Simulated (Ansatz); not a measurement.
One change: `N=C(N)[TeH]` becomes `N=C(N)O`.

Ansatz, PBE0-D4/def2-TZVP geometries, multiplicity 1. Each molecule was computed in one conformer, which needn't be the lowest.

Elements past krypton have def2 core potentials.

```json
{"property": "HOMO energy (ωB97M-V/def2-TZVPP) / eV", "`N=C(N)[TeH]`": "-8.65"}
{"property": "HOMO–LUMO gap (PBE0/def2-TZVPP) / eV", "`N=C(N)[TeH]`": "5.44"}
{"property": "HOMO energy (PBE0/def2-TZVPP) / eV", "`N=C(N)[TeH]`": "-6.52"}
{"property": "LUMO energy (PBE/def2-TZVPP) / eV", "`N=C(N)[TeH]`": "-1.84"}
{"property": "HOMO–LUMO gap (PBE/def2-TZVPP) / eV", "`N=C(N)[TeH]`": "3.58"}
{"property": "ideal-gas entropy at 298 K and 1 bar (rigid rotor, harmonic PBE0-D4/def2-TZVP) / J/(mol·K)", "`N=C(N)[TeH]`": "321"}
```

(1) What does the change do to each property? (Estimate.)

## Answers

(1) The calculation gave: 
```tsv
property	`N=C(N)O`	shift
HOMO energy (ωB97M-V/def2-TZVPP) / eV	-9.35	-0.70
HOMO–LUMO gap (PBE0/def2-TZVPP) / eV	7.65	2.21
HOMO energy (PBE0/def2-TZVPP) / eV	-7.03	-0.51
LUMO energy (PBE/def2-TZVPP) / eV	-0.25	1.59
HOMO–LUMO gap (PBE/def2-TZVPP) / eV	5.44	1.86
ideal-gas entropy at 298 K and 1 bar (rigid rotor, harmonic PBE0-D4/def2-TZVP) / J/(mol·K)	279	-42
```

With PBE0 the HOMO falls by 0.51 eV and the LUMO rises by 1.68 eV, so the gap widens by about 2.19 eV. PBE moves the HOMO by -0.26 eV and ωB97M-V by -0.70 eV.

Spin–orbit coupling is left out; it splits and shifts lone-pair levels of the heavy atoms by tenths of an eV.

Positive LUMOs are unbound, so they and the gaps depend on the basis.
